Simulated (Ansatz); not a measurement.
The cell is a 4-atom cell of SnSe started from a crystallographic database; cell and atoms were relaxed with r2SCAN+rVV10. The symmetry is Cmcm (No. 63, orthorhombic); a = 4.247 Å, b = 11.808 Å, c = 4.229 Å in the conventional setting, 26.51 Å³ an atom. Sn is surrounded by 5 Se at 2.70–3.01 Å; Se is surrounded by 5 Sn at 2.70–3.01 Å.

The questions ask for values computed with the plane-wave code Ansatz on this geometry. No magnetic order and no zero-point or thermal motion.

(1) Is there a gap with PBE, and of what kind?

(2) What does PBE+SOC give for the gap (6×6×6 mesh)?

(3) Estimate the gap with r2SCAN on 6×6×6.

(4) Roughly how does the cost of the PBE0 run (4×4×4) compare with r2SCAN's (6×6×6)?

(5) How do the levels compare, in gap and in cost?

Answers

(1) With PBE the valence top lies at T–Y (0.33 of the way from T) and the conduction bottom at Y, 0.14 eV higher; the smallest vertical gap, at T–Y (0.33 of the way from T), is 0.33 eV.

(2) The PBE+SOC gap is indirect, 0.12 eV (T–Y (0.33 of the way from T) to Y), below the direct gap of 0.28 eV at T–Y (0.33 of the way from T). The gap differs by -0.02 eV from PBE's.

(3) The r2SCAN gap is indirect, 0.32 eV (T–Y (0.33 of the way from T) to Y), below the direct gap of 0.60 eV at T–Y (0.33 of the way from T). The gap differs by +0.18 eV from PBE's.

(4) About 10 times as much (6 core-minutes against 40 core-seconds, on 2 threads of Arm Neoverse V1, on a shared host).

(5) r2SCAN covers 52 % of the step from PBE to HSE06, while HSE06 needs about 10 times r2SCAN's cost (on a coarser mesh). For gaps to 0.1 eV, spin-orbit coupling (up to 0.04 eV here) can be left out. All these functionals give a gap of the same kind, indirect.

Only the levels marked +SOC include spin-orbit coupling.

Where an edge lies off the special points, it is a point of the mesh or the k point where a search put PBE's edge or least direct gap, reused for the other functionals, whose own edges may lie a little apart; PBE's own value is read along its path and can be a few hundredths of an eV high.

Gaps or overlaps of about a tenth of an eV are at the limit of these meshes: between the points read a gap can be smaller or closed.

The meshes of the hybrids are coarse, so their gaps aren't converged to the digits shown.
